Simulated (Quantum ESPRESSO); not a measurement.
Ru: equation of state with PBEsol

Ru:

```xyz
2
Lattice="2.7058 0.0000 0.0000 -1.3529 2.3433 0.0000 0.0000 0.0000 4.2819" Properties=species:S:1:pos:R:3 pbc="T T T"
Ru    1.3529    0.7811    3.2114
Ru    0.0000    1.5622    1.0705
```

```json
{
  "Program": "Quantum ESPRESSO 7.5",
  "Task": "equation of state",
  "Functional": "PBEsol",
  "Potentials or basis": "GBRV 1.5 PBEsol",
  "Cutoff": "612 eV",
  "Density cutoff": "4898 eV",
  "k mesh": "11 × 11 × 6",
  "Occupations": "fermi-dirac, width 0.05 eV",
  "Spin": "no spin polarisation"
}
```

```yaml
Equilibrium_volume: 13.31 Å³/atom
Bulk_modulus_at_fixed_shape_and_positions: 348 GPa
Pressure_derivative_of_the_bulk_modulus: 4.8
```

Energy against volume, from the lowest point:
```tsv
volume (Å³/atom)	energy (meV/atom)
12.760	26.39
13.032	6.42
13.303	0.00
13.575	5.64
13.846	21.98
14.118	47.82
14.389	82.09
```

All runs of the series together: 84 s on 2 threads of Arm Neoverse V1 (shared host).

Caveat: the cell was scaled at fixed shape and fractional positions, which overstates the stiffness of a crystal with free parameters, most of all of layers and chains.
